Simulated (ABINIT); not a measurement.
# Ge (Fd-3m) in ABINIT: notebook

The runs below take Ge through equation of state, with PBEsol, r2SCAN.

All numbers are computed with ABINIT 10.8.3 (patched build); they aren't measurements. Logs are shortened: lines on timing, memory, paths and dates and some standing lists are left out, and cuts for length are marked. The log counts tension as positive stress, the text compression.

**The experiment to reproduce.**

From “Sub-monolayer structures of Ag overlayers on Ge(111): experimental observations and first-principles study”, 2019, arxiv:1908.00180, for a bulk crystal of Ge: bulk modulus 75.8 GPa.

The results are compared with them further down.

### Step 1. Starting point

It takes space group Fd-3m (No. 227, cubic). Conventional cell: a = 5.658 Å, b = 5.658 Å, c = 5.658 Å, α = 90.00°, β = 90.00°, γ = 90.00°. Ge (site symmetry -43m) is surrounded by 4 Ge at 2.45 Å.

### Step 2. Equation of state, PBEsol

run.abi reads:

```
# Datasets: one volume each
ndtset 7
getwfk -1
scalecart1 3*0.9795861087
scalecart2 3*0.9864848297
scalecart3 3*0.9932883884
scalecart4 3*1.0000000000
scalecart5 3*1.0066227096
scalecart6 3*1.0131594038
scalecart7 3*1.0196128224

# Pseudopotentials
pp_dirpath "./"
pseudos "Ge.GGA_PBE-JTH.xml"

# Structure
acell 3*1.0
rprim
     0.0000000000     5.3458651312     5.3458651312
     5.3458651312     0.0000000000     5.3458651312
     5.3458651312     5.3458651312     0.0000000000
ntypat 1
znucl 32
natom 2
typat 1 1
xred
     0.7500000000     0.7500000000     0.7500000000
     0.5000000000     0.5000000000     0.5000000000

# Plane-wave basis
ecut 22.0
pawecutdg 44.0
pawxcdev 0

# k points
kptopt 1
ngkpt 8 8 8
nshiftk 1
shiftk 0.0 0.0 0.0

# Exchange and correlation
ixc -116133

# Bands and occupations
nband 18
occopt 3
tsmear 0.05 eV

# SCF cycle
nstep 100
tolvrs 1.0e-9

# Output
iomode 3
prtwf 1
prtden 0
prteig 0
prtebands 0
```

Potentials or basis: JTH PAW PBE v2.0.

Started as:

```bash
$ abinit run.abi > log 2>&1
```

run.abo:

```text
.Version 10.8.3 of ABINIT
 DATASET    1 : space group Fd -3 m (#227); Bravais cF (face-center cubic)
================================================================================
 Values of the parameters that define the memory need for DATASET  1.
     intxc =       0    ionmov =       0      iscf =      17    lmnmax =      18
     lnmax =       6     mgfft =      32  mpssoang =       3    mqgrid =    3001
     natom =       2  nloc_mem =       2    nspden =       1   nspinor =       1
    nsppol =       1      nsym =      48    n1xccc =       1    ntypat =       1
    occopt =       3   xclevel =       2
       mpw =        1427          nfft =       32768          nkpt =          29
 PAW method is used; the additional fine FFT grid is defined by:
   mgfftf=        48    nfftf =    110592
================================================================================
================================================================================
[... 71 lines left out ...]
 DATASET    7 : space group Fd -3 m (#227); Bravais cF (face-center cubic)
================================================================================
 Values of the parameters that define the memory need for DATASET  7.
     intxc =       0    ionmov =       0      iscf =      17    lmnmax =      18
     lnmax =       6     mgfft =      36  mpssoang =       3    mqgrid =    3001
     natom =       2  nloc_mem =       2    nspden =       1   nspinor =       1
    nsppol =       1      nsym =      48    n1xccc =       1    ntypat =       1
    occopt =       3   xclevel =       2
       mpw =        1612          nfft =       46656          nkpt =          29
 PAW method is used; the additional fine FFT grid is defined by:
   mgfftf=        48    nfftf =    110592
================================================================================
================================================================================

--------------------------------------------------------------------------------
------------- Echo of variables that govern the present computation ------------
--------------------------------------------------------------------------------
 -outvars: echo values of preprocessed input variables --------
            acell      1.0000000000E+00  1.0000000000E+00  1.0000000000E+00 Bohr
              amu      7.26100000E+01
             ecut      2.20000000E+01 Hartree
           getwfk          -1
              ixc     -116133
           jdtset        1    2    3    4    5    6    7
         kptrlatt        8    0    0      0    8    0      0    0    8
          kptrlen1     5.92468958E+01
          kptrlen2     5.96641412E+01
          kptrlen3     6.00756310E+01
          kptrlen4     6.04815598E+01
          kptrlen5     6.08821116E+01
          kptrlen6     6.12774610E+01
          kptrlen7     6.16677739E+01
            natom           2
            nband          18
           ndtset           7
            ngfft1         32      32      32
[... 73 lines left out ...]
            znucl       32.00000

================================================================================

 chkinp: Checking input parameters for consistency, jdtset=   1.

 chkinp: Checking input parameters for consistency, jdtset=   2.
[... 36 lines left out ...]
 getcut: wavevector=  0.0000  0.0000  0.0000  ngfft=  48  48  48
         ecut(hartree)=     44.000   => boxcut(ratio)=   2.17057

--- Pseudopotential description ------------------------------------------------
- pspini: atom type   1  psp file is ./Ge.GGA_PBE-JTH.xml
 Pseudopotential format is: paw10
 basis_size (lnmax)=  6 (lmn_size= 18), orbitals=   0   0   1   1   2   2
 Spheres core radius: rc_sph= 2.30476891
 Shapefunction is SIN type: shapef(r)=[sin(pi*r/rshp)/(pi*r/rshp)]**2
 Radius for shape functions =  1.99988291
 Compensation charge density is not taken into account in XC energy/potential

   1.13473484E+03                                ecore*ucvol(ha*bohr**3)
--------------------------------------------------------------------------------

================================================================================

--- !BeginCycle
iteration_state: {dtset: 1, }
solver: {iscf: 17, nstep: 100, nline: 4, wfoptalg: 10, }
tolerances: {tolvrs: 1.00E-09, }
...
[... 1265 lines left out ...]
-Cartesian components of stress tensor (GPa)         [Pressure= -3.3824E+00 GPa]
- sigma(1 1)=  3.38236301E+00  sigma(3 2)=  0.00000000E+00
- sigma(2 2)=  3.38236301E+00  sigma(3 1)=  0.00000000E+00
- sigma(3 3)=  3.38236301E+00  sigma(2 1)=  0.00000000E+00

== END DATASET(S) ==============================================================
================================================================================

 -outvars: echo values of variables after computation  --------
            acell      1.0000000000E+00  1.0000000000E+00  1.0000000000E+00 Bohr
           etotal1    -1.9111281521E+02
           etotal2    -1.9111381221E+02
           etotal3    -1.9111445304E+02
           etotal4    -1.9111476055E+02
           etotal5    -1.9111478242E+02
           etotal6    -1.9111454702E+02
           etotal7    -1.9111407646E+02
            fcart1    -2.4102372852E-30 -3.2136497136E-30  6.4272994272E-30
                       2.4102372852E-30  3.2136497136E-30 -6.4272994272E-30
            fcart2     1.9944849397E-31 -1.9944849397E-31  2.1895288505E-47
                      -1.9944849397E-31  1.9944849397E-31  0.0000000000E+00
            fcart3     3.9616473101E-31 -4.9520591376E-32 -3.4664413963E-31
                      -3.9616473101E-31  4.9520591376E-32  3.4664413963E-31
            fcart4    -1.9675291360E-31  1.9675291360E-31 -1.9675291360E-31
                       1.9675291360E-31 -1.9675291360E-31  1.9675291360E-31
            fcart5    -0.0000000000E+00 -0.0000000000E+00 -0.0000000000E+00
                      -0.0000000000E+00 -0.0000000000E+00 -0.0000000000E+00
[... 38 lines left out ...]
                       0.0000000000E+00  0.0000000000E+00  0.0000000000E+00
           xangst1     4.1567414053E+00  4.1567414053E+00  4.1567414053E+00
                       2.7711609369E+00  2.7711609369E+00  2.7711609369E+00
           xangst2     4.1860151965E+00  4.1860151965E+00  4.1860151965E+00
                       2.7906767977E+00  2.7906767977E+00  2.7906767977E+00
           xangst3     4.2148851794E+00  4.2148851794E+00  4.2148851794E+00
                       2.8099234529E+00  2.8099234529E+00  2.8099234529E+00
           xangst4     4.2433649971E+00  4.2433649971E+00  4.2433649971E+00
                       2.8289099981E+00  2.8289099981E+00  2.8289099981E+00
           xangst5     4.2714675712E+00  4.2714675712E+00  4.2714675712E+00
                       2.8476450475E+00  2.8476450475E+00  2.8476450475E+00
           xangst6     4.2992051506E+00  4.2992051506E+00  4.2992051506E+00
                       2.8661367671E+00  2.8661367671E+00  2.8661367671E+00
           xangst7     4.3265893612E+00  4.3265893612E+00  4.3265893612E+00
                       2.8843929075E+00  2.8843929075E+00  2.8843929075E+00
             xred      7.5000000000E-01  7.5000000000E-01  7.5000000000E-01
                       5.0000000000E-01  5.0000000000E-01  5.0000000000E-01
 Calculation completed.
```

Wall time 3.4 min (1 thread of Intel Xeon Platinum 8488C (Sapphire Rapids), shared host); peak memory 0.16 GiB.

Results:

| Quantity | Value |
| --- | --- |
| Equilibrium volume | 22.90 Å³/atom |
| Bulk modulus | 66 GPa |
| Pressure derivative of the bulk modulus | 4.7 |

Energy against volume, from the lowest point:
```csv
volume (Å³/atom),energy (meV/atom)
21.281,26.77
21.733,13.20
22.186,4.48
22.639,0.30
23.092,0.00
23.545,3.20
23.997,9.61
```

Caveat: pressures at fixed basis lie under the slope of the energies; the PAW data sets were made with another functional, which shifts forces and pressure a little; the atomic spheres overlap.

### Step 3. Equation of state, r2SCAN

run.abi, as its differences from that of step 2:

```diff
@@ -30,5 +30,4 @@
 # Plane-wave basis
-ecut 22.0
-pawecutdg 44.0
-pawxcdev 0
+ecut 26.0
+pawecutdg 48.0
 
@@ -41,3 +40,5 @@
 # Exchange and correlation
-ixc -116133
+ixc -497498
+usekden 1
+pawxcdev 0
 
@@ -50,3 +51,3 @@
 nstep 100
-tolvrs 1.0e-9
+tolvrs 1.0e-7
```

Potentials or basis: JTH PAW PBE v2.0.

Started as:

```bash
$ abinit run.abi > log 2>&1
```

It took 11 min on 1 thread of Arm Neoverse V2, shared host; peak memory 0.22 GiB.

It converged, with:

* Equilibrium volume: 22.94 Å³/atom
* Bulk modulus: 70 GPa
* Pressure derivative of the bulk modulus: 5.3

Energy against volume, from the lowest point:
```csv
volume (Å³/atom),energy (meV/atom)
21.281,30.50
21.733,15.35
22.186,5.59
22.639,0.65
23.092,0.00
23.545,3.08
23.997,9.45
```

Caveat: pressures at fixed basis lie under the slope of the energies; the PAW data sets were made with another functional, which shifts forces and pressure a little; the atomic spheres overlap.

### Step 4. Comparison with measurements

Step 2. Measured bulk modulus of Ge: 75.8 GPa (quoted in “Sub-monolayer structures of Ag overlayers on Ge(111): experimental observations and first-principles study”, 2019, arxiv:1908.00180). This calculation gives 66 GPa (-12.8 %). The fit is for a static lattice scaled at fixed shape and fixed fractional positions. The cell as given is a measured one (22.64 Å³/atom); PBEsol puts the equilibrium volume +1.1 % from it, thermal expansion not counted.

Step 3. Against the measured bulk modulus of Ge, 75.8 GPa (quoted in “Sub-monolayer structures of Ag overlayers on Ge(111): experimental observations and first-principles study”, 2019, arxiv:1908.00180), the calculated 70 GPa is off by -7.6 %. The fit is for a static lattice scaled at fixed shape and fixed fractional positions. The cell as given is a measured one (22.64 Å³/atom); r2SCAN puts the equilibrium volume +1.3 % from it, thermal expansion not counted.
